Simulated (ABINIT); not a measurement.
Ti:

```
Ti
1.0
    -1.64100    1.64100    1.64100
     1.64100   -1.64100    1.64100
     1.64100    1.64100   -1.64100
Ti
1
Direct
  0.00000 0.00000 0.00000
```

This isn't the form of Ti at room conditions, which is hcp.

Base run:

```yaml
Program: ABINIT 10.8.3 (patched build)
Functional: PBE
Potentials_or_basis: SG15 NC PBE v1.2
Cutoff: 1143 eV
k_mesh: 11 × 11 × 11
Occupations: fermi-dirac, width 0.05 eV
Spin: no spin polarisation
```

Its results: band gap on the k mesh none (metal or under the smearing width); pressure -2.4 GPa.

**Question.** After a change of settings the same cell gave: band gap on the k mesh none (metal or under the smearing width); pressure -3.7 GPa. Which change was it?
A. functional from PBE to PBEsol; potentials or basis from SG15 NC PBE v1.2 to PseudoDojo NC SR PBEsol v0.4.1 standard
B. functional from PBE to revPBE; potentials or basis from SG15 NC PBE v1.2 to JTH PAW PBE v2.0; cutoff from 1143 eV to 408 eV
C. functional from PBE to WC; potentials or basis from SG15 NC PBE v1.2 to JTH PAW PBE v2.0; cutoff from 1143 eV to 408 eV
D. functional from PBE to r2SCAN; potentials or basis from SG15 NC PBE v1.2 to JTH PAW PBE v2.0; cutoff from 1143 eV to 490 eV

**Answer.** D.

Caveats: the PAW data sets were made with another functional, which shifts forces and pressure a little (some runs).
